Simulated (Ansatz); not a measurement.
The following input was run with Ansatz 0.2.0.

```yaml
crystal:
  lattice:
    - [6.0081742304, 0.0, 0.0]
    - [0.0, 6.0210674506, 0.0]
    - [0.0, 0.0, 3.1839451864]
  atoms:
    - { symbol: In, position: [0.0, 0.0, 0.0076115234] }
    - { symbol: In, position: [0.5, 0.5, 0.9923884766] }
    - { symbol: Sb, position: [0.0, 0.5, 0.2170398262] }
    - { symbol: Sb, position: [0.5, 0.0, 0.7829601738] }
basis:
  ecutwfc: 500
kpoints:
  mp_grid: { grid: [8, 8, 14] }
hamiltonian:
  xc: r2scan
scf:
  occupations: { method: gaussian, width: 0.1 }
output:
  forces: true
  stress: true
  eigenvalues: true
relax:
  adjacent_minimum: "off"
  f_tol: 0.01
  max_steps: 30
  cell: { stress_tol: 0.1, fix: [volume] }
```

Command:
```bash
ansatz run input.yaml --threads 1 --pin off --max-ram 2560MiB --backend cpu --events-out ev --progress --plain --runs-dir out
```

Level of theory: Ansatz, DFT r2SCAN, scalar-relativistic, plane waves, PAW.

From the run's log, abridged (iterations and final results):

```
SCF iter   1: F=—  HF=-24221.957735 eV  |F-HF|=—  |Δ(HF+E_count)|=         —  Δρ=6.18e-3  dr2=2.22e-2  dr2_τ=4.11e-3  ethr=1.77e-3  ⟨swp⟩=7.6  Hψ=31334  notcnv=0
SCF iter   2: F=—  HF=-24221.982179 eV  |F-HF|=—  |Δ(HF+E_count)|=   2.44e-2  Δρ=2.97e-3  dr2=5.63e-3  dr2_τ=1.71e-4  ethr=3.97e-5  ⟨swp⟩=2.0  Hψ=12695  notcnv=0  defer=209
SCF iter   3: F=—  HF=-24221.983192 eV  |F-HF|=—  |Δ(HF+E_count)|=   1.01e-3  Δρ=7.65e-4  dr2=6.14e-4  dr2_τ=1.35e-5  ethr=1.00e-5  ⟨swp⟩=2.1  Hψ=9703  notcnv=0  defer=209
SCF iter   4: F=—  HF=-24221.983416 eV  |F-HF|=—  |Δ(HF+E_count)|=   2.24e-4  Δρ=1.97e-4  dr2=4.00e-5  dr2_τ=7.88e-7  ethr=1.10e-6  ⟨swp⟩=2.1  Hψ=8352  notcnv=0  defer=209
SCF iter   5: F=—  HF=-24221.983431 eV  |F-HF|=—  |Δ(HF+E_count)|=   1.51e-5  Δρ=5.97e-5  dr2=5.38e-6  dr2_τ=3.86e-8  ethr=7.14e-8  ⟨swp⟩=3.0  Hψ=12242  notcnv=0  defer=209
SCF iter   6: F=—  HF=-24221.983433 eV  |F-HF|=—  |Δ(HF+E_count)|=   2.35e-6  Δρ=1.32e-5  dr2=2.80e-7  dr2_τ=4.04e-9  ethr=9.61e-9  ⟨swp⟩=2.0  Hψ=9800  notcnv=0  defer=209
SCF iter   7: F=-24221.983434 eV  HF=-24221.983434 eV  |F-HF|=2.64e-9  |Δ(HF+E_count)|=   9.17e-8  Δρ=4.56e-6  dr2=3.19e-8  dr2_τ=2.22e-10  ethr=1.79e-10  ⟨swp⟩=9.4  Hψ=31272  notcnv=0
SCF 1 converged in 7 iterations: F = -24221.983434 eV  dr2 = 3.19e-8
relax step   1: F+E_penalty+E_count = -24221.98343354 eV  Δ(F+E_penalty+E_count) = +0.000e0 eV  max|allowed force component| = 3.194e-2 eV/Å  Δτ_max = 0.0000 Å  P = -1.454 GPa  Ω = 115.181 Å³  fix = [volume]  reactions: volume -1.454 GPa (7 SCF iters, dr2 threshold 1.00e-7 eV, accepted)
Initial density: handed on by an earlier stage of this run
Initial wavefunctions: those handed on with the density
SCF iter   1: F=—  HF=-24221.959626 eV  |F-HF|=—  |Δ(HF+E_count)|=         —  Δρ=6.42e-4  dr2=3.61e-4  dr2_τ=2.97e-2  ethr=6.61e-7  ⟨swp⟩=3.5  Hψ=36610  notcnv=0
SCF iter   2: F=—  HF=-24221.984286 eV  |F-HF|=—  |Δ(HF+E_count)|=   2.47e-2  Δρ=5.73e-4  dr2=2.94e-4  dr2_τ=1.28e-5  ethr=6.45e-7  ⟨swp⟩=3.0  Hψ=13970  notcnv=0
SCF iter   3: F=—  HF=-24221.984308 eV  |F-HF|=—  |Δ(HF+E_count)|=   2.17e-5  Δρ=4.00e-4  dr2=1.44e-4  dr2_τ=1.25e-6  ethr=5.25e-7  ⟨swp⟩=1.0  Hψ=6800  notcnv=0
SCF iter   4: F=—  HF=-24221.984312 eV  |F-HF|=—  |Δ(HF+E_count)|=   3.96e-6  Δρ=2.47e-4  dr2=4.44e-5  dr2_τ=6.19e-7  ethr=2.58e-7  ⟨swp⟩=1.0  Hψ=6890  notcnv=0
SCF iter   5: F=—  HF=-24221.984335 eV  |F-HF|=—  |Δ(HF+E_count)|=   2.36e-5  Δρ=1.02e-4  dr2=1.52e-5  dr2_τ=2.53e-7  ethr=7.93e-8  ⟨swp⟩=2.0  Hψ=12404  notcnv=0
SCF iter   6: F=—  HF=-24221.984335 eV  |F-HF|=—  |Δ(HF+E_count)|=   6.11e-7  Δρ=9.06e-5  dr2=1.15e-5  dr2_τ=1.60e-7  ethr=2.71e-8  ⟨swp⟩=1.0  Hψ=6800  notcnv=0
SCF iter   7: F=—  HF=-24221.984333 eV  |F-HF|=—  |Δ(HF+E_count)|=   1.94e-6  Δρ=3.48e-5  dr2=1.85e-6  dr2_τ=2.75e-8  ethr=2.06e-8  ⟨swp⟩=2.6  Hψ=12302  notcnv=0
SCF iter   8: F=-24221.984332 eV  HF=-24221.984332 eV  |F-HF|=1.68e-8  |Δ(HF+E_count)|=   4.32e-7  Δρ=4.46e-6  dr2=3.87e-8  dr2_τ=3.93e-10  ethr=1.14e-10  ⟨swp⟩=4.0  Hψ=30665  notcnv=0
SCF 2 converged in 8 iterations: F = -24221.984332 eV  dr2 = 3.87e-8
relax step   2: F+E_penalty+E_count = -24221.98433228 eV  Δ(F+E_penalty+E_count) = -8.987e-4 eV  max|allowed force component| = 4.970e-3 eV/Å  Δτ_max = 0.0318 Å  P = -1.370 GPa  Ω = 115.181 Å³  energy of the carried Pulay correction = +6.607e-17 eV  fix = [volume]  reactions: volume -1.370 GPa (8 SCF iters, dr2 threshold 6.37e-8 eV, accepted)
Basis set: ecut = 500 eV, 2919 PW (Γ), exchange–correlation on 180×180×96 points (64 copies of the dense FFT grid, shifted against one another)
SCF iter   1: F=—  HF=-24221.983854 eV  |F-HF|=—  |Δ(HF+E_count)|=         —  Δρ=2.07e-4  dr2=6.65e-5  dr2_τ=5.95e-4  ethr=1.08e-7  ⟨swp⟩=2.8  Hψ=34107  notcnv=0
SCF iter   2: F=—  HF=-24221.984490 eV  |F-HF|=—  |Δ(HF+E_count)|=   6.36e-4  Δρ=9.35e-5  dr2=9.84e-6  dr2_τ=6.83e-7  ethr=1.08e-7  ⟨swp⟩=2.7  Hψ=10796  notcnv=0
SCF iter   3: F=—  HF=-24221.984490 eV  |F-HF|=—  |Δ(HF+E_count)|=   2.51e-7  Δρ=6.76e-5  dr2=5.54e-6  dr2_τ=6.00e-8  ethr=1.76e-8  ⟨swp⟩=1.0  Hψ=6805  notcnv=0
SCF iter   4: F=—  HF=-24221.984491 eV  |F-HF|=—  |Δ(HF+E_count)|=   1.03e-6  Δρ=9.64e-6  dr2=9.35e-8  dr2_τ=8.79e-9  ethr=9.90e-9  ⟨swp⟩=2.0  Hψ=8278  notcnv=0
SCF iter   5: F=-24221.984491 eV  HF=-24221.984491 eV  |F-HF|=1.40e-8  |Δ(HF+E_count)|=   7.03e-8  Δρ=3.08e-6  dr2=1.61e-8  dr2_τ=4.23e-10  ethr=7.95e-11  ⟨swp⟩=6.4  Hψ=30291  notcnv=0
SCF 3 converged in 5 iterations: F = -24221.984491 eV  dr2 = 1.61e-8
relax step   3: F+E_penalty+E_count = -24221.98449147 eV  Δ(F+E_penalty+E_count) = -1.592e-4 eV  max|allowed force component| = 3.080e-3 eV/Å  Δτ_max = 0.0035 Å  P = -1.373 GPa  Ω = 115.181 Å³  energy of the carried Pulay correction = -1.573e-18 eV  fix = [volume]  reactions: volume -1.373 GPa (5 SCF iters, dr2 threshold 4.45e-8 eV, accepted)
Initial wavefunctions: pseudopotential atomic-orbital guess (no wavefunctions were taken with the density)
SCF iter   1: F=—  HF=-24221.984492 eV  |F-HF|=—  |Δ(HF+E_count)|=         —  Δρ=3.86e-6  dr2=1.75e-8  dr2_τ=2.90e-9  ethr=1.75e-7  ⟨swp⟩=3.0  Hψ=48290  notcnv=0
SCF iter   2: F=—  HF=-24221.984493 eV  |F-HF|=—  |Δ(HF+E_count)|=   1.15e-6  Δρ=2.55e-6  dr2=1.00e-8  dr2_τ=2.68e-10  ethr=3.12e-11  ⟨swp⟩=3.1  Hψ=15632  notcnv=0
SCF iter   3: F=—  HF=-24221.984493 eV  |F-HF|=—  |Δ(HF+E_count)|=   1.27e-8  Δρ=1.28e-6  dr2=2.44e-9  dr2_τ=9.79e-11  ethr=1.79e-11  ⟨swp⟩=2.2  Hψ=10743  notcnv=0
SCF iter   4: F=—  HF=-24221.984493 eV  |F-HF|=—  |Δ(HF+E_count)|=   1.56e-9  Δρ=6.76e-7  dr2=2.41e-10  dr2_τ=3.14e-11  ethr=4.36e-12  ⟨swp⟩=2.0  Hψ=10394  notcnv=0
SCF iter   5: F=-24221.984493 eV  HF=-24221.984493 eV  |F-HF|=0.00e0  |Δ(HF+E_count)|=  2.18e-10  Δρ=2.28e-7  dr2=3.45e-11  dr2_τ=2.20e-12  ethr=1.00e-12  ⟨swp⟩=5.5  Hψ=25295  notcnv=0
SCF 4 converged in 5 iterations: F = -24221.984493 eV  dr2 = 3.45e-11
SCF converged after 5 iterations
Free energy (F): -24221.984493 eV
Harris-Foulkes:  -24221.984493 eV  (|F-HF|=0.00e0)
Internal energy: -24221.977107 eV  (E = F + TS)
E sigma→0 (E₀):  -24221.980800 eV
Entropy (-TS):   -0.007386 eV (-1.847 meV/atom)
Fermi energy:    9.539793 eV
--- Per-component energies (eV) ---
  E_band       = -438.880206
  E_kinetic    = 894.018192
  E_local      = -5408.135336  (includes V_loc(G=0)·N_el)
  E_nonlocal   = 1459.850917
  E_hartree    = 2319.026544
  E_xc         = -656.131127
  E_vxc        = -418.265306  (∫ρ·V_xc dr)
  E_paw        = -17568.902651  (= ΣΔE_a)
  E_vpaw       = -1633.174807  (= ΣTr[D̂ρ^β])
  E_aug_tail   = 0.000014  (compensation charges beyond the density's cutoff)
  E_vtau       = 28.772883  (kinetic-family band-sum trace: ∫τ·v_τ [+ j·A + Jᵃ·Aᵃ] dr)
  E_ewald      = -5264.646825
  E_core_change = 2.943166  (= ΣΔE_core)
  E_smearing   = -0.007386  (= −TS)
--- Forces (eV/Å), atoms counted from 1 ---
  atom   1  In     0.00000000     0.00000000    -0.00308078
  atom   2  In     0.00000000     0.00000000     0.00308078
  atom   3  Sb     0.00000000     0.00000000     0.00092436
  atom   4  Sb     0.00000000     0.00000000    -0.00092436
--- Stress (GPa, compression-positive) ---
       -1.334413       0.000000       0.000000
        0.000000      -1.334210       0.000000
        0.000000       0.000000      -1.450291
  P = ⅓ Tr σ = -1.3730 GPa (-13.730 kbar)
--- Band table (eV; the first three rows and the last of 200) ---
  k-point 0: bands = ["-20.2561", "-20.2555", "-20.1433", "-20.1425", "-20.1425", "-20.1418", "-20.1335", "-20.1313", "-20.1228", "-20.1169", "-5.9069", "-5.8727", "-5.7613", "-5.6233", "-5.6170", "-5.5565", "-5.5151", "-5.5141", "-5.5077", "-5.5067", "-2.1862", "-0.2680", "3.8688", "4.7905", "4.7955", "5.9257", "7.2275", "7.2369", "13.0922", "13.8904", "14.5235", "15.9493", "15.9881", "16.5207"]
  k-point 1: bands = ["-20.2491", "-20.2485", "-20.1454", "-20.1447", "-20.1447", "-20.1439", "-20.1333", "-20.1311", "-20.1225", "-20.1167", "-5.8852", "-5.8496", "-5.7573", "-5.6220", "-5.6160", "-5.5556", "-5.5250", "-5.5240", "-5.5170", "-5.5160", "-2.1070", "-0.1994", "3.9462", "4.8715", "4.8768", "5.9961", "7.3022", "7.3107", "12.6721", "13.1603", "13.8809", "15.9907", "16.0226", "17.3236"]
  k-point 2: bands = ["-20.2296", "-20.2290", "-20.1514", "-20.1507", "-20.1507", "-20.1500", "-20.1326", "-20.1305", "-20.1218", "-20.1163", "-5.8244", "-5.7846", "-5.7462", "-5.6183", "-5.6129", "-5.5531", "-5.5527", "-5.5516", "-5.5429", "-5.5417", "-1.8702", "0.0049", "4.1804", "5.1103", "5.1168", "6.2069", "7.5198", "7.5252", "10.8491", "12.2950", "13.3647", "16.0222", "16.0232", "16.3073"]
  k-point 199: bands = ["-20.1864", "-20.1864", "-20.1856", "-20.1856", "-20.1271", "-20.1271", "-20.1159", "-20.1159", "-20.1139", "-20.1139", "-5.7198", "-5.7198", "-5.6836", "-5.6836", "-5.6279", "-5.6279", "-5.5745", "-5.5745", "-5.4200", "-5.4200", "1.4030", "1.4030", "5.1709", "5.1709", "5.4272", "5.4272", "7.0226", "7.0226", "12.0460", "12.0460", "13.1403", "13.1403", "13.9409", "13.9409"]
--- Relaxed structure (3 steps of the walk, 3 accepted, 1 SCFs on fresh bases) ---
  F+E_penalty+E_count = -24221.98449279 eV   max|allowed force component| = 3.081e-3 eV/Å   (the final SCF, on the basis selected at the relaxed cell)
  cell:  # Å, volume = 115.1812 Å³
    - [6.01407017, 0.0, 0.0]
    - [0.0, 6.02536575, 0.0]
    - [0.0, 0.0, 3.17855467]
  atoms:
    - { symbol: In, position: [0.0, 0.0, 0.00575379] }
    - { symbol: In, position: [0.5, 0.49999999, 0.99424620] }
    - { symbol: Sb, position: [0.0, 0.49999999, 0.20716415] }
    - { symbol: Sb, position: [0.5, 0.0, 0.79283584] }
```

The relaxation met its thresholds.

The run took 95 s on 1 thread of AMD EPYC 9R45 96-Core Processor (Zen 5), with other jobs on the host, peak memory 1.1 GiB.